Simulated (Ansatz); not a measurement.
Ionic part of the dielectric constant of MgO at 50 GPa, mode by mode

Method: DFT PBEsol, scalar-relativistic, plane waves, PAW in Ansatz. Cutoff 420 eV, 10×10×10 k-points (Γ-centred), fixed occupations. No spin polarisation. Phonons by linear response, acoustic sum rule imposed.

Symmetry: Fm-3m, No. 225, cubic system. Conventional cell: a = 3.933 Å, b = 3.933 Å, c = 3.933 Å, α = 90.00°, β = 90.00°, γ = 90.00°. Around Mg (site symmetry m-3m) lie 6 O at 1.97 Å. Around O (site symmetry m-3m) lie 6 Mg at 1.97 Å.

Other phases may be more stable at this pressure.

The primitive cell has V = 15.21 Å³ and ε∞,xx = 3.061. Each polar mode adds Δε = (4.92064×10⁷/V)·S/ν² along x, with S its oscillator strength in e²/amu, ν in cm⁻¹ and V in Å³.

**Question.** From these modes, find each Δε and ε0,xx.
```csv
ν (cm⁻¹),S_xx (e²/amu)
589.7,0.3726
```

**Answer.**
```
ν (cm⁻¹)    Δε
   589.7  3.47
```

The sum is 3.466, so ε0,xx = 6.53; the run's tensor has 6.53.

**Question.** Where do the longitudinal modes lie for a wave vector along x?

**Answer.** At 861 cm⁻¹. The Lyddane–Sachs–Teller product Π(ν_LO/ν_TO)² = 2.13 matches ε0/ε∞ = 2.13.

Cost: 1 run of about 0.3 core-minutes, on AMD EPYC (Zen 3) (shared hosts).